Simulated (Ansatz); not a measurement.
**From barrier to diffusion: Si in Si**

Theory: DFT PBE, scalar-relativistic, plane waves, PAW in Ansatz 0.2.0. Settings: 420 eV cutoff, 2×2×2 k-mesh, shifted by half a step, Gaussian smearing of 0.02 eV, no spin polarisation.

Host crystal, relaxed:

```
Si
1.0
     0.00000    2.73505    2.73505
     2.73505    0.00000    2.73505
     2.73505    2.73505    0.00000
Si
2
Direct
  0.75000 0.75000 0.75000
  0.50000 0.50000 0.50000
```

In a supercell of 32 host sites with charge -2, Si trades places with a neighbouring Si vacancy, moving 1.83 Å. Climbing-image nudged elastic band at fixed cell; the order of the saddle wasn't checked, and the small cell leaves errors of about a tenth of an eV.

```tsv
image	path (Å)	E − E(0) (eV)
0	0.00	0.000
1	0.39	0.071
2	0.77	0.102
3	1.16	0.082
4	1.55	0.135
5	1.84	0.040
6	2.12	0.000
```

Question: What are the barriers forward and back, and what attempt frequency does the shape suggest?

Answer: Forward 0.14 eV, back 0.14 eV, the ends being level. For a sinusoidal profile E_b sin²(πx/l), with the Si atom alone moving, ν = (1/l)√(E_b/2m) = 2.6×10¹² s⁻¹, within an order of magnitude of the customary 10¹³ s⁻¹; a true prefactor needs the vibrations at the minimum and at the saddle.

Question: With ν = 10¹³ s⁻¹, how often does the exchange happen at 300, 600 and 1000 K once atom and vacancy are neighbours, taking the host as solid throughout? Does that give the diffusivity?

Answer: k = ν exp(−E_b/k_BT):
```json
{"T (K)": "300", "k (1/s)": "5.3×10¹⁰", "wait (s)": "1.9×10⁻¹¹"}
{"T (K)": "600", "k (1/s)": "7.3×10¹¹", "wait (s)": "1.4×10⁻¹²"}
{"T (K)": "1000", "k (1/s)": "2.1×10¹²", "wait (s)": "4.8×10⁻¹³"}
```

No. The atom can jump only when a vacancy is beside it, so where vacancies are thermal the activation energy of diffusion adds the vacancy's formation energy; where doping, quenching or off-stoichiometry fixes their number, it doesn't. And repeated exchanges only swap the two back and forth: Si gets on when the vacancy moves round it by other jumps, which the correlation factor counts. An error of 0.1 eV in the barrier changes k by a factor of 48 at 300 K and 3.2 at 1000 K.

Cost: 1 run of about 38 core-minutes, on Intel Xeon Processor @ 2.50GHz (Skylake/Cascade Lake) (shared hosts).